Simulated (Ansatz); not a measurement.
**Molecular dynamics of CaF2**

The input (input.yaml):

```yaml
accuracy: low
crystal:
  lattice:
    - [5.3604, 0.0, 0.0]
    - [0.0, 5.3604, 0.0]
    - [0.0, 0.0, 22.3807]
  atoms:
    - { symbol: Ca, position: [0.0, 0.0, 0.0446814] }
    - { symbol: F, position: [0.25584498, 0.68729554, 0.24405876] }
    - { symbol: F, position: [0.12639833, 0.15172034, 0.22503349] }
    - { symbol: Ca, position: [-0.02779988, 0.48604708, 0.18675791] }
    - { symbol: F, position: [0.25, 0.25, 0.1045588] }
    - { symbol: F, position: [0.25, 0.75, 0.1045588] }
    - { symbol: Ca, position: [0.47221942, -0.03191676, 0.19371619] }
    - { symbol: F, position: [0.75, 0.75, 0.1045588] }
    - { symbol: F, position: [0.75, 0.25, 0.1045588] }
    - { symbol: Ca, position: [0.5, 0.5, 0.0446814] }
    - { symbol: F, position: [0.63986433, 0.31372159, 0.21816053] }
    - { symbol: F, position: [0.74823805, 0.79149326, 0.24989867] }
    - { symbol: Ca, position: [0.02573407, -0.0300943, 0.32230467] }
    - { symbol: F, position: [0.29222946, 0.6619371, 0.52324243] }
    - { symbol: F, position: [0.17272046, 0.14827377, 0.45958659] }
    - { symbol: Ca, position: [-0.00383502, 0.52808147, 0.45535753] }
    - { symbol: F, position: [0.4567234, 0.07101281, 0.32635016] }
    - { symbol: F, position: [0.27442273, 0.68894871, 0.38134314] }
    - { symbol: Ca, position: [0.51013082, -0.07277648, 0.46395726] }
    - { symbol: F, position: [0.76237865, 0.76313593, 0.39127737] }
    - { symbol: F, position: [0.93077212, 0.35888509, 0.33692132] }
    - { symbol: Ca, position: [0.51637129, 0.50092621, 0.31486676] }
    - { symbol: F, position: [0.68647701, 0.26385476, 0.47548273] }
    - { symbol: F, position: [0.78362824, 0.74689875, 0.53104029] }
basis:
  ecutwfc: 420.0
kpoints:
  mp_grid: { grid: [2, 2, 1] }
hamiltonian:
  xc: pbe
  pseudopotentials: { kind: paw, azcp: { folder: soft_1 } }
scf:
  occupations: { method: fermi_dirac, width: 0.05 }
  lower_state_search: "off"
md:
  timestep: 3.0
  n_steps: 210
  ensemble: nvt_langevin
  temperature: 450.0
  initial_velocities: maxwell_boltzmann
  seed: 489930
  friction: 0.02
  constraints: [{ sites: [0, 4, 5, 7, 8, 9] }]
```

Command:

```bash
$ ansatz run input.yaml --threads 2 --pin off --max-ram 5120MiB --backend cpu --events-out ev --progress --plain --runs-dir out
```

It goes on from the last frame of an earlier run, with new velocities.

Output, in part (step lines):

```
md step     0: t =     0.00 fs  T =   450.0 K  F+E_penalty+E_count = -27505.50834069 eV  E_kin = 1.047006 eV  (37 SCF iters)
md step     1: t =     3.00 fs  T =   490.7 K  F+E_penalty+E_count = -27505.51636409 eV  E_kin = 1.141726 eV  (17 SCF iters)
md step     2: t =     6.00 fs  T =   425.8 K  F+E_penalty+E_count = -27505.51188968 eV  E_kin = 0.990588 eV  (16 SCF iters)
md step     3: t =     9.00 fs  T =   414.7 K  F+E_penalty+E_count = -27505.49248318 eV  E_kin = 0.964891 eV  (17 SCF iters)
md step     4: t =    12.00 fs  T =   430.0 K  F+E_penalty+E_count = -27505.45211045 eV  E_kin = 1.000549 eV  (17 SCF iters)
md step     5: t =    15.00 fs  T =   406.4 K  F+E_penalty+E_count = -27505.41187623 eV  E_kin = 0.945628 eV  (14 SCF iters)
md step     6: t =    18.00 fs  T =   433.1 K  F+E_penalty+E_count = -27505.39783221 eV  E_kin = 1.007724 eV  (13 SCF iters)
md step     7: t =    21.00 fs  T =   481.0 K  F+E_penalty+E_count = -27505.39427151 eV  E_kin = 1.119160 eV  (12 SCF iters)
[... lines left out ...]
md step   210: t =   630.00 fs  T =   411.5 K  F+E_penalty+E_count = -27505.76005633 eV  E_kin = 0.957503 eV  (14 SCF iters)
```

The steps, from the saved trajectory:

| time (fs) | T (K) | potential energy less start (eV) |
| --- | --- | --- |
| 0 | 450 | 0.000 |
| 21 | 481 | 0.114 |
| 42 | 389 | 0.204 |
| 63 | 474 | -0.130 |
| 84 | 365 | -0.419 |
| 105 | 411 | -0.290 |
| 126 | 472 | -0.356 |
| 147 | 402 | -0.297 |
| 168 | 354 | -0.208 |
| 189 | 442 | -0.329 |
| 210 | 382 | -0.276 |
| 231 | 463 | -0.439 |
| 252 | 350 | -0.239 |
| 273 | 338 | -0.214 |
| 294 | 390 | -0.318 |
| 315 | 366 | -0.429 |
| 336 | 416 | -0.491 |
| 357 | 349 | -0.363 |
| 378 | 460 | -0.589 |
| 399 | 439 | -0.567 |
| 420 | 418 | -0.404 |
| 441 | 342 | -0.213 |
| 462 | 516 | -0.427 |
| 483 | 381 | -0.355 |
| 504 | 339 | -0.195 |
| 525 | 284 | -0.322 |
| 546 | 302 | -0.320 |
| 567 | 418 | -0.390 |
| 588 | 401 | -0.325 |
| 609 | 426 | -0.223 |
| 630 | 412 | -0.252 |

The run went to its last step. The mean temperature of the second half is 14 % below the set value. A run of 0.63 ps of so small a system gives no equilibrium averages. Limits of this set-up: coarse k mesh, slab without dipole correction, low accuracy level.

Mean squared displacements from the first frame to the last: Ca 0.13 Å², F 0.22 Å².

Last frame:

```xyz
24
Lattice="5.3604 0.0000 0.0000 0.0000 5.3604 0.0000 0.0000 0.0000 22.3807" Properties=species:S:1:pos:R:3
Ca 0.000 0.000 1.000
F 1.246 3.563 5.654
F 0.330 0.716 4.662
Ca -0.323 2.666 4.332
F 1.340 1.340 2.340
F 1.340 4.020 2.340
Ca 2.276 -0.083 4.491
F 4.020 4.020 2.340
F 4.020 1.340 2.340
Ca 2.680 2.680 1.000
F 3.016 1.837 4.801
F 3.970 4.089 5.753
Ca -0.003 -0.493 7.426
F 1.154 3.439 11.779
F 0.608 0.236 10.090
Ca -0.267 2.269 10.163
F 1.952 0.443 6.955
F 1.157 3.491 8.880
Ca 2.525 -0.772 10.392
F 3.747 4.059 8.627
F 4.633 1.681 7.610
Ca 2.702 2.466 7.388
F 3.137 1.503 9.656
F 4.096 3.792 11.861
```

Time of the run: 37 min on 2 threads of Arm Neoverse V1, with other jobs on the host, peak memory 1.2 GiB.
